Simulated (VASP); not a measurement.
# Sn: kinetic-energy density

Sn, I4_1/amd (no. 141), 2 atoms in the cell. PBE; PAW potentials Sn_d (PBE set).

## Input

INCAR:
```
SYSTEM = Sn
  PREC = Accurate
  ENCUT = 520
  EDIFF = 1E-7
  ISMEAR = 1
  SIGMA = 0.1
  LREAL = .FALSE.
  LASPH = .TRUE.
  ALGO = Normal
  NELM = 100
  ISIF = 2
  LWAVE = .FALSE.
  LCHARG = .TRUE.
  LTAU = .TRUE.
```

KPOINTS:
```
k-points
0
Gamma
  8 8 8
```

POSCAR:
```
Sn
1.0
   -2.9401404553      2.9401404553      1.5993019889
    2.9401404553     -2.9401404553      1.5993019889
    2.9401404553      2.9401404553     -1.5993019889
Sn
2
Direct
    0.0000000000      0.0000000000      0.0000000000
    0.7500000000      0.2500000000      0.5000000000
```

Commands:
```
cat potpaw_PBE.64/Sn_d/POTCAR > POTCAR
mpirun -np 1 vasp_std > vasp.out
```

## Result

- Kinetic energy of the pseudo orbitals (eV): 279.80

VASP 6.6.1 took 124 s on 1 core (Intel Xeon Platinum 8488C (Sapphire Rapids)), a shared host.
